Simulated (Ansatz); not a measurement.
BeTe (zincblende), relaxed with r2SCAN, was run in the PAW code Ansatz under altered settings. All numbers are computed, without spin polarisation but where a row says otherwise.

```yaml
crystal:
  lattice:
    - [0.00000, 2.82862, 2.82862]
    - [2.82862, 0.00000, 2.82862]
    - [2.82862, 2.82862, 0.00000]
  atoms:
    - { symbol: Be, position: [0.00000, 0.00000, 0.00000] }
    - { symbol: Te, position: [0.25000, 0.25000, 0.25000] }
```

The base run's other keys:
```yaml
kpoints:
  mp_grid: { grid: [4, 4, 4] }
hamiltonian:
  xc: hse06
scf:
  occupations: { method: fixed }
  n_extra_bands: 4
```

It takes 12 iterations with 893 plane waves at 420 eV and 8 k points, and leaves a mean stress of -0.43 GPa. The gap over this mesh is 2.709 eV. It ran on 4 threads of Arm Neoverse V1, with other jobs on the host.

Outcomes, with energy and stress as changes against the base:
```
                                     setting    outcome  ΔF (meV/atom)  Δ mean stress (GPa)  gap on the mesh (eV)  iterations  wall time
PBE hybrid, exx coeff 0.15, omega 0.2078 1/Å  converged              –                 +0.4                 2.425          10      4.5 s
   PBE hybrid, exx coeff 0.75, omega 0.3 1/Å  converged              –                 -1.5                 3.658          14      5.8 s
                   scf.exx.ecutfock_ratio: 4  converged            0.0                  0.0                 2.709          12      4.8 s
                   scf.exx.ecutfock_ratio: 1  converged          +17.4                  0.0                 2.709          12      3.7 s
    scf.occupations: methfessel_paxton 0.001  converged            0.0                  0.0                 2.709          11      4.6 s
```
A dash marks a value that wasn't obtained or can't be compared. Stress is positive in compression. The base took 4.6 s.

- PBE hybrid, exx coeff 0.15, omega 0.2078 1/Å. That is 15 % exact exchange, screened with ω = 0.2078 1/Å, against HSE06's 25 % screened at 0.208 1/Å. The mean stress moves by +0.4 GPa and the gap on the mesh by -0.284 eV (to 2.425). Totals of different functionals aren't comparable.
- PBE hybrid, exx coeff 0.75, omega 0.3 1/Å. That is 75 % exact exchange, screened with ω = 0.3 1/Å, against HSE06's 25 % screened at 0.208 1/Å. The mean stress moves by -1.5 GPa and the gap on the mesh by +0.949 eV (to 3.658). Totals of different functionals aren't comparable.
- scf.exx.ecutfock_ratio: 1. The free energy moves by +17.4 meV an atom, the mean stress by 0.0 GPa and the gap on the mesh by 0.000 eV (to 2.709). The result is sensitive to this setting.

Within 1 meV an atom, 0.1 GPa and 0.005 eV of the base stay: scf.exx.ecutfock_ratio: 4; scf.occupations: methfessel_paxton 0.001.

No spin-orbit coupling is included; it can move band edges with weight on the heavy atoms by tenths of an eV.

The program warns that its thresholds are loose for a hybrid's stress.

The meshes of the hybrids are coarse, so their gaps aren't converged to the digits shown.
